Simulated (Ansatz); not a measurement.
P (puckered monolayer), relaxed with r2SCAN in Ansatz 0.2.0. The sheet's in-plane cell has a = 4.627 Å, b = 3.292 Å (γ = 90.0°), and its outermost atoms lie 2.08 Å apart along the normal. P is surrounded by 3 P at 2.21–2.25 Å.

The axes x, y and z are those of this cell:
```
P
1.0
     4.62749    0.00000    0.00000
     0.00000    3.29186    0.00000
     0.00000    0.00000   27.81958
P
4
Direct
  0.09124 0.00000 0.37893
  0.40876 0.50000 0.37893
  0.59124 0.50000 0.30404
  0.90876 0.00000 0.30404
```
Periodic in the plane only; c spans the vacuum.

Unstrained: PBE gives an indirect gap of 0.911 eV, from Γ–Y (0.10 of the way from Γ) to Γ; the least direct gap is 0.915 eV at Γ. Least and direct gap differ so little that the kind isn't settled. r2SCAN gives an indirect gap of 1.088 eV, from Γ–Y (0.10 of the way from Γ) to Γ; the least direct gap is 1.091 eV at Γ. Least and direct gap differ so little that the kind isn't settled. HSE06 gives an indirect gap of 1.595 eV, from Γ–Y (0.10 of the way from Γ) to Γ; the least direct gap is 1.595 eV at Γ. Least and direct gap differ so little that the kind isn't settled. Meshes: PBE 6×8×1, r2SCAN 6×8×1, HSE06 4×6×1. Strains are changes of length per length, and xy shears are angles. After each strain the atoms were relaxed again with r2SCAN within the symmetry that the strain leaves, so tilts or polar shifts that break it weren't tested; points keep the names that they have in the unstrained zone. No spin polarisation. The prototype was imposed, so other structures may be more stable.

Problem. Estimate what in-plane biaxial +2.5 % does to the gap.

Solution. PBE: the gap goes from 0.911 to 1.144 eV (+0.233 eV); least and direct gap lie within 0.04 eV, so its kind isn't settled. r2SCAN: the gap goes from 1.088 to 1.335 eV (+0.247 eV); least and direct gap lie within 0.04 eV, so its kind isn't settled. HSE06: the gap goes from 1.595 to 1.848 eV (+0.253 eV); least and direct gap lie within 0.04 eV, so its kind isn't settled. The r2SCAN energy rises by 12.6 meV an atom.

Problem. Estimate what xy shear, engineering strain (angle) -1.0 % does to the gap.

Solution. PBE: the gap goes from 0.911 to 0.909 eV (-0.002 eV). r2SCAN: the gap goes from 1.088 to 1.086 eV (-0.002 eV). HSE06: the gap goes from 1.595 to 1.593 eV (-0.002 eV). The r2SCAN energy rises by 0.3 meV an atom.

Problem. Apply in-plane biaxial -2.0 %. How far does the gap move, against the unstrained cell?

Solution. PBE: the gap goes from 0.911 to 0.700 eV (-0.211 eV); the edges go from Γ–Y (0.10) → Γ to Γ–Y (0.14) → Γ. r2SCAN: the gap goes from 1.088 to 0.863 eV (-0.225 eV); the edges go from Γ–Y (0.10) → Γ to Γ–Y (0.14) → Γ. HSE06: the gap goes from 1.595 to 1.364 eV (-0.231 eV); the edges go from Γ–Y (0.10) → Γ to Γ–Y (0.14) → Γ. The r2SCAN energy rises by 9.4 meV an atom.

Problem. Estimate what in-plane biaxial -0.5 % does to the gap.

Solution. PBE: the gap goes from 0.911 to 0.859 eV (-0.052 eV); the edges go from Γ–Y (0.10) → Γ to Γ–Y (0.11) → Γ. r2SCAN: the gap goes from 1.088 to 1.032 eV (-0.056 eV); the edges go from Γ–Y (0.10) → Γ to Γ–Y (0.11) → Γ. HSE06: the gap goes from 1.595 to 1.538 eV (-0.057 eV); the edges go from Γ–Y (0.10) → Γ to Γ–Y (0.11) → Γ. The r2SCAN energy rises by 0.6 meV an atom.

Where an edge lies off the special points, it is a point of the mesh or the k point where a search put PBE's edge or least direct gap, reused for the other functionals, whose own edges may lie a little apart.

The meshes of the hybrids are coarse, so their gaps aren't converged to the digits shown.
